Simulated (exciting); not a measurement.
# TaN (Fm-3m) in exciting: single point with PBE

Aim: the single point of TaN with PBE.

All numbers are computed with exciting (release sodium); they aren't measurements. Logs are shortened: lines on timing, memory, paths and dates and some standing lists are left out, and cuts for length are marked.

## Step 1: Starting point

It takes space group Fm-3m (No. 225, cubic). The conventional cell has a = 4.358 Å, b = 4.358 Å, c = 4.358 Å, α = 90.00°, β = 90.00°, γ = 90.00°. Ta (site symmetry m-3m) is surrounded by 6 N at 2.18 Å. Around N (site symmetry m-3m) lie 6 Ta at 2.18 Å.

## Step 2: Single point, PBE

The input, input.xml:

```xml
<input>
  <title>TaN</title>
  <structure speciespath="./" tshift="false">
    <crystal scale="1">
      <basevect>0.000000000000 4.117715701101 4.117715701101</basevect>
      <basevect>4.117715701101 0.000000000000 4.117715701101</basevect>
      <basevect>4.117715701101 4.117715701101 0.000000000000</basevect>
    </crystal>
    <species speciesfile="Ta.xml" rmt="2.3">
      <atom coord="0.500000000000 0.500000000000 0.500000000000"/>
    </species>
    <species speciesfile="N.xml" rmt="1.45">
      <atom coord="0.000000000000 0.000000000000 0.000000000000"/>
    </species>
  </structure>
  <groundstate do="fromscratch" ngridk="7 7 7" rgkmax="6.5" gmaxvr="14" lmaxapw="10" lmaxmat="10" lmaxvr="8" xctype="GGA_PBE" stype="Gaussian" swidth="0.00183747" nempty="14" ValenceRelativity="iora*" epsengy="1e-05" epspot="1e-05" maxscl="60" tforce="true" outputlevel="high"/>
  <properties>
    <chargedensityplot>
      <plot3d>
        <box grid="16 16 16">
          <origin coord="0 0 0"/>
          <point coord="1 0 0"/>
          <point coord="0 1 0"/>
          <point coord="0 0 1"/>
        </box>
      </plot3d>
    </chargedensityplot>
    <elfplot>
      <plot3d>
        <box grid="16 16 16">
          <origin coord="0 0 0"/>
          <point coord="1 0 0"/>
          <point coord="0 1 0"/>
          <point coord="0 0 1"/>
        </box>
      </plot3d>
    </elfplot>
    <exccplot>
      <plot3d>
        <box grid="16 16 16">
          <origin coord="0 0 0"/>
          <point coord="1 0 0"/>
          <point coord="0 1 0"/>
          <point coord="0 0 1"/>
        </box>
      </plot3d>
    </exccplot>
  </properties>
</input>
```

Potentials or basis: all-electron LAPW+lo, shipped species files, valence relativity iora*.

The run is started by

```sh
OMP_NUM_THREADS=1 exciting_smp
```

INFO.OUT:

```text
================================================================================
EXCITING SODIUM started
[... 10 lines left out ...]

 Lattice vectors (cartesian) :
      0.0000000000      4.1177157011      4.1177157011
      4.1177157011      0.0000000000      4.1177157011
      4.1177157011      4.1177157011      0.0000000000

 Reciprocal lattice vectors (cartesian) :
     -0.7629454974      0.7629454974      0.7629454974
      0.7629454974     -0.7629454974      0.7629454974
      0.7629454974      0.7629454974     -0.7629454974

 Unit cell volume                           :     139.6365373463
 Brillouin zone volume                      :       1.7763990583

 Species :    1 (Ta)
     parameters loaded from                 :    Ta.xml
     name                                   :    tantalum
     nuclear charge                         :     -73.00000000
     electronic charge                      :      73.00000000
     atomic mass                            :  329847.84330000
     muffin-tin radius                      :       2.30000000
     # of radial points in muffin-tin       :     450

     atomic positions (lattice) :
       1 :   0.50000000  0.50000000  0.50000000

 Species :    2 (N)
     parameters loaded from                 :    N.xml
     name                                   :    nitrogen
     nuclear charge                         :      -7.00000000
     electronic charge                      :       7.00000000
     atomic mass                            :   25532.72506000
     muffin-tin radius                      :       1.45000000
     # of radial points in muffin-tin       :     250

     atomic positions (lattice) :
       1 :   0.00000000  0.00000000  0.00000000

 Total number of atoms per unit cell        :       2

 Spin treatment                             :    spin-unpolarised

 Number of Bravais lattice symmetries       :      48
 Number of crystal symmetries               :      48

 k-point grid                               :       7    7    7
 Total number of k-points                   :      20
 k-point set is reduced with crystal symmetries

 R^MT_min * |G+k|_max (rgkmax)              :       6.50000000
 Species with R^MT_min                      :       2 (N)
 Maximum |G+k| for APW functions            :       4.48275862
 Maximum |G| for potential and density      :      14.00000000
 Polynomial order for pseudochg. density    :       9

 G-vector grid sizes                        :      27    27    27
 Total number of G-vectors                  :    6423

 Maximum angular momentum used for
     APW functions                          :      10
     computing H and O matrix elements      :      10
     potential and density                  :       8
     inner part of muffin-tin               :       2

 Total nuclear charge                       :     -80.00000000
 Total electronic charge                    :      80.00000000
 Total core charge                          :      48.00000000
 Total valence charge                       :      32.00000000

 Effective Wigner radius, r_s               :       0.74691897

 Number of empty states                     :      14
 Total number of valence states             :      31

 Maximum Hamiltonian size                   :     253
 Maximum number of plane-waves              :     222
 Total number of local-orbitals             :      31

 Exchange-correlation type                  :      20
     Perdew-Burke-Ernzerhof, Phys. Rev. Lett. 77, 3865 (1996)
     Generalised gradient approximation (GGA)

 Smearing scheme                            :    Gaussian
 Smearing width                             :       0.00183747

 Using multisecant Broyden potential mixing
[... 6 lines left out ...]
* Groundstate module started                                                   *
********************************************************************************
 Output level for this task is set to high

++++++++++++++++++++++++++++++++++++++++++++++++++++++++++++++++++++++++++++++++
[... 5 lines left out ...]
+ SCF iteration number :    1                                                  +
++++++++++++++++++++++++++++++++++++++++++++++++++++++++++++++++++++++++++++++++
 Total energy                               :    -15662.27094643
 _______________________________________________________________
 Fermi energy                               :         0.63825843
 Kinetic energy                             :     17610.86127304
 Coulomb energy                             :    -32948.59370418
 Exchange energy                            :      -319.86180114
 Correlation energy                         :        -4.67671415
 Sum of eigenvalues                         :     -9567.80816430
 Effective potential energy                 :    -27178.66943733
 Coulomb potential energy                   :    -26754.23486817
 xc potential energy                        :      -424.43456916
 Hartree energy                             :      4901.59770033
 Electron-nuclear energy                    :    -36557.43026883
 Nuclear-nuclear energy                     :     -1292.76113568
 Madelung energy                            :    -19571.47627009
 Core-electron kinetic energy               :         0.00000000

 DOS at Fermi energy (states/Ha/cell)       :        16.52717015

 Electron charges :
     core                                   :        48.00000000
     core leakage                           :         0.00001671
     valence                                :        32.00000000
     interstitial                           :         4.00318807
     charge in muffin-tin spheres :
                  atom     1    Ta          :        69.83059810
                  atom     2     N          :         6.16621383
     total charge in muffin-tins            :        75.99681193
     total charge                           :        80.00000000
[... 616 lines left out ...]
 Coulomb energy                             :    -32952.95294713
 Exchange energy                            :      -319.91659306
 Correlation energy                         :        -4.69384888
 Sum of eigenvalues                         :     -9571.87280849
 Effective potential energy                 :    -27168.49797930
 Coulomb potential energy                   :    -26743.95926937
 xc potential energy                        :      -424.53870994
 Hartree energy                             :      4916.23254209
 Electron-nuclear energy                    :    -36576.42435354
 Nuclear-nuclear energy                     :     -1292.76113568
 Madelung energy                            :    -19580.97331245
 Core-electron kinetic energy               :         0.00000000

 DOS at Fermi energy (states/Ha/cell)       :        42.66326933

 Electron charges :
     core                                   :        48.00000000
     core leakage                           :         0.00001649
     valence                                :        32.00000000
     interstitial                           :         4.14479199
     charge in muffin-tin spheres :
                  atom     1    Ta          :        70.31767339
                  atom     2     N          :         5.53753462
     total charge in muffin-tins            :        75.85520801
     total charge                           :        80.00000000

 RMS change in effective potential (target) :  0.123138E-07  ( 0.100000E-04)
 Absolute change in total energy   (target) :  0.596558E-06  ( 0.100000E-04)
 Charge distance                   (target) :  0.401003E-09  ( 0.100000E-04)
 Abs. change in max-nonIBS-force   (target) :   0.00000      ( 0.500000E-04)

++++++++++++++++++++++++++++++++++++++++++++++++++++++++++++++++++++++++++++++++
| Convergency criteria checked for the last 2 iterations                       +
| Convergence targets achieved. Performing final SCF iteration                 +
++++++++++++++++++++++++++++++++++++++++++++++++++++++++++++++++++++++++++++++++
 Total energy                               :    -15680.93821866
 _______________________________________________________________
 Fermi energy                               :         0.63031676
 Kinetic energy                             :     17596.62517067
 Coulomb energy                             :    -32952.95294737
 Exchange energy                            :      -319.91659307
 Correlation energy                         :        -4.69384888
 Sum of eigenvalues                         :     -9571.87280850
 Effective potential energy                 :    -27168.49797917
 Coulomb potential energy                   :    -26743.95926922
 xc potential energy                        :      -424.53870995
 Hartree energy                             :      4916.23254247
 Electron-nuclear energy                    :    -36576.42435417
 Nuclear-nuclear energy                     :     -1292.76113568
 Madelung energy                            :    -19580.97331276
 Core-electron kinetic energy               :         0.00000000

 DOS at Fermi energy (states/Ha/cell)       :        42.66327032

 Electron charges :
     core                                   :        48.00000000
     core leakage                           :         0.00001649
     valence                                :        32.00000000
     interstitial                           :         4.14479200
     charge in muffin-tin spheres :
                  atom     1    Ta          :        70.31767338
                  atom     2     N          :         5.53753462
     total charge in muffin-tins            :        75.85520800
     total charge                           :        80.00000000

++++++++++++++++++++++++++++++++++++++++++++++++++++++++++++++++++++++++++++++++
+ Self-consistent loop stopped                                                 +
++++++++++++++++++++++++++++++++++++++++++++++++++++++++++++++++++++++++++++++++
 STATE.OUT is written

--------------------------------------------------------------------------------
- Writing atomic positions and forces                                          -
--------------------------------------------------------------------------------

 Atomic positions (lattice) :
 atom     1  Ta  :     0.50000000    0.50000000    0.50000000
 atom     2   N  :     0.00000000    0.00000000    0.00000000

 Total atomic forces including IBS (cartesian) :
 atom     1  Ta  :    -0.00000000   -0.00000000    0.00000000
 atom     2   N  :     0.00000000    0.00000000   -0.00000000

 Atomic force components including IBS (cartesian) :
 atom     1  Ta  :    -0.00000000   -0.00000000    0.00000000   HF force
                 :    -0.00000000    0.00000000   -0.00000000   core correction
                 :    -0.00000000   -0.00000000   -0.00000000   IBS correction
 atom     2   N  :     0.00000000    0.00000000   -0.00000000   HF force
                 :     0.00000000   -0.00000000    0.00000000   core correction
                 :     0.00000000    0.00000000    0.00000000   IBS correction

********************************************************************************
* Groundstate module stopped                                                   *
********************************************************************************

================================================================================
| EXCITING SODIUM stopped                                                      =
================================================================================
```

It took 69 s on 1 thread of Arm Neoverse V1, shared host; peak memory 0.12 GiB.

What came out:

```
Free energy                                       : -426700.0685 eV
Band gap on the k mesh                            : none (metal or under the smearing width)
All electrons inside the program's atomic spheres : Ta 70.32; N 5.54 (radii Ta 2.3, N 1.45 bohr)
```

Caveat: the log's total energy holds no entropy term; the free energy is that total less TS from the occupations. Spin-orbit coupling is left out, which matters for the levels of Ta.
